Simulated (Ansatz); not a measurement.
Theory: Ansatz, DFT PBE, scalar-relativistic, plane waves, PAW. All cells share a 420 eV cutoff and Γ-centred k meshes spaced at most about 0.3 Å⁻¹ (about 0.25 or finer for metals, 2π included). No spin polarisation in the final relaxations.

These are static total energies at zero pressure.

Compare these two cells of Li, each relaxed at this level.

A.

```
CELL_PARAMETERS angstrom
5.33444 0.00000 0.00000
0.00000 5.33444 0.00000
0.00000 0.00000 2.80265
ATOMIC_POSITIONS crystal
Li 0.50000 0.00000 0.50000
Li 0.00000 0.50000 0.50000
Li 0.50000 0.50000 0.50000
```

B.

```
CELL_PARAMETERS angstrom
2.93576 0.00000 0.00000
-1.46788 2.54245 0.00000
0.00000 0.00000 2.71468
ATOMIC_POSITIONS crystal
Li 0.00000 0.00000 0.00000
```

Question: Which would you expect to be lower, and how large is the difference?

Answer: B is lower, by 242 meV/atom. A has space group P4/mmm (No. 123), 26.6 Å³/atom and no gap on its mesh; B has the simple hexagonal type, space group P6/mmm (No. 191), 20.3 Å³/atom and no gap. Counting all near atoms (those within 1.25 times the shortest distance at each site; a slash parts the counts of unlike sites), A has Li 4/6 and B has Li 8. The denser one is the lower, and pressure would at first widen the difference. Both come from invented guesses. The part of the Crystallography Open Database at hand lists Li in space groups No. 166, 191, 194, 225, 229; sharing a group (P6/mmm) doesn't make a cell the listed structure.

Cells relaxed within their symmetry can be saddle points; a later kick test found a lower structure for Li P6/mmm.
